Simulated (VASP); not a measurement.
Input of a VASP 6.6.1 run:

INCAR

```
PREC     = Accurate       # precision mode
ENCUT    = 600            # plane-wave cutoff, eV
EDIFF    = 1E-6           # SCF threshold, eV
ISMEAR   = 1              # smearing method
SIGMA    = 0.1            # smearing width, eV
LREAL    = False          # projectors in reciprocal space
LASPH    = True           # aspherical terms in the spheres
NELM     = 80             # most SCF steps
ALGO     = Normal         # electronic algorithm
ISIF     = 3              # what is computed and relaxed
LWAVE    = False          # write WAVECAR
LCHARG   = False          # write CHGCAR
GGA      = PE             # functional
IBRION   = 2              # ionic algorithm
NSW      = 90             # ionic steps
EDIFFG   = -0.01          # ionic threshold
PSTRESS  = 436.0
```

File KPOINTS:

```
Automatic mesh
0
Gamma
  14 14 14
```

Contents of POSCAR:

```
TaC
1.0
    0.0000000000      2.2230000000      2.2230000000
    2.2230000000      0.0000000000      2.2230000000
    2.2230000000      2.2230000000      0.0000000000
Ta C
1 1
Direct
    0.0000000000      0.0000000000      0.0000000000
    0.5000000000      0.5000000000      0.5000000000
```

Potentials or basis: VASP PAW PBE potentials, release 64 (Ta_pv, C).

Command:

```sh
$ cat potpaw_PBE.64/Ta_pv/POTCAR potpaw_PBE.64/C/POTCAR > POTCAR
$ mpirun -np 1 vasp_std > vasp.out
```

(1) Predict the relaxed cell.

(2) What does it give for the band gap on the k mesh?

(3) What does it give for the relaxed volume?

(4) Predict the space group after relaxing (to 0.05 Å).

## Answers

(1) a = 3.055 Å, b = 3.055 Å, c = 3.055 Å, α = 60.00°, β = 60.00°, γ = 60.00°.

(2) none (metal or under the smearing width).

(3) 10.08 Å³/atom.

(4) Fm-3m (No. 225).

Caveat: the cell is relaxed towards a set pressure, so the enthalpy falls and the energy may rise.
